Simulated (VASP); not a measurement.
Write an ASE script for VASP 6.6.1 that does the following.

```
Task                   : equation of state
Functional             : PW91
Potentials or basis    : VASP PAW PBE potentials, release 54 (Co, O)
Cutoff                 : 520 eV
k mesh                 : 10 × 10 × 10
Occupations            : fermi-dirac, width 0.05 eV
Spin                   : collinear spin, ferromagnetic start
Starting moments       : [2.0, 0.0] μB
Monkhorst-Pack mesh    : yes
Further INCAR settings : ALGO = Normal; EDIFF = 1.00e-06
```

The structure of CoO lies in CoO.cif:

```cif
data_CoO
_cell_length_a 3.20443968
_cell_length_b 3.20443968
_cell_length_c 7.69941267
_cell_angle_alpha 90.00000000
_cell_angle_beta 90.00000000
_cell_angle_gamma 120.00000000
_space_group_name_H-M_alt 'R3m'
_space_group_name_Hall 'R 3 -2"'
_space_group_IT_number 160
loop_
_space_group_symop_operation_xyz
'x,y,z'
'-y,x-y,z'
'-x+y,-x,z'
'-y,-x,z'
'-x+y,y,z'
'x,x-y,z'
'x+2/3,y+1/3,z+1/3'
'-y+2/3,x-y+1/3,z+1/3'
'-x+y+2/3,-x+1/3,z+1/3'
'-y+2/3,-x+1/3,z+1/3'
'-x+y+2/3,y+1/3,z+1/3'
'x+2/3,x-y+1/3,z+1/3'
'x+1/3,y+2/3,z+2/3'
'-y+1/3,x-y+2/3,z+2/3'
'-x+y+1/3,-x+2/3,z+2/3'
'-y+1/3,-x+2/3,z+2/3'
'-x+y+1/3,y+2/3,z+2/3'
'x+1/3,x-y+2/3,z+2/3'
loop_
_atom_site_label
_atom_site_type_symbol
_atom_site_symmetry_multiplicity
_atom_site_Wyckoff_symbol
_atom_site_fract_x
_atom_site_fract_y
_atom_site_fract_z
_atom_site_occupancy
Co1 Co 3 a 0.3333333333 0.6666666667 0.6656449867 1
O1 O 3 a 0.3333333333 0.6666666667 0.4176876967 1
```

Measurements of this composition are mostly on another form, of space group No. 225.

These files were run (other wordings do the same):

run.py

```python
from ase.calculators.vasp import Vasp
from ase.eos import EquationOfState
from ase.io import Trajectory
from ase.io import read
from ase.units import GPa

atoms = read('CoO.cif', primitive_cell=True, subtrans_included=False)
atoms.set_initial_magnetic_moments([2.0, 0.0])
calc = Vasp(
    directory='calc',
    pp='PBE',
    setups='recommended',
    pp_version='54',
    prec='Accurate',
    encut=520,
    ediff=1e-06,
    ismear=-1,
    sigma=0.05,
    lreal=False,
    lasph=True,
    nelm=100,
    algo='Normal',
    isif=2,
    lwave=False,
    lcharg=False,
    ispin=2,
    lorbit=11,
    lmaxmix=4,
    gga='91',
    kpts=[10, 10, 10],
    gamma=False,
)
atoms.calc = calc
cell = atoms.cell.copy()
volumes, energies = [], []
traj = Trajectory('eos.traj', 'w')
for x in [0.94, 0.96, 0.98, 1.0, 1.02, 1.04, 1.06]:
    atoms.set_cell(cell * x ** (1 / 3), scale_atoms=True)
    volumes.append(atoms.get_volume())
    energies.append(atoms.get_potential_energy())
    traj.write(atoms)
    print(f'{x:5.2f} {volumes[-1]:12.5f} {energies[-1]:14.6f}')

v0, e0, B = EquationOfState(volumes, energies, eos='birchmurnaghan').fit()
print(f'V0 = {v0:.4f} A^3, E0 = {e0:.6f} eV, B = {B / GPa:.2f} GPa')
```

Potentials or basis: VASP PAW PBE potentials, release 54 (Co, O).

Launch:

```console
$ python run.py
```

It gave:

```json
{
 "Equilibrium volume": "11.12 Å³/atom (rough: see the caveat)",
 "Bulk modulus at fixed shape and positions": "75 GPa (rough)"
}
```

Caveat: the fit is doubtful: noisy points or a state that changes with volume; the cell was scaled at fixed shape and fractional positions, which overstates the stiffness of a crystal with free parameters, most of all of layers and chains; the PAW data sets were made with another functional, which shifts forces and pressure a little.

Wall time 5.7 min on 1 thread of AMD EPYC 9R45 (Zen 5) (shared host), peak memory 0.15 GiB.
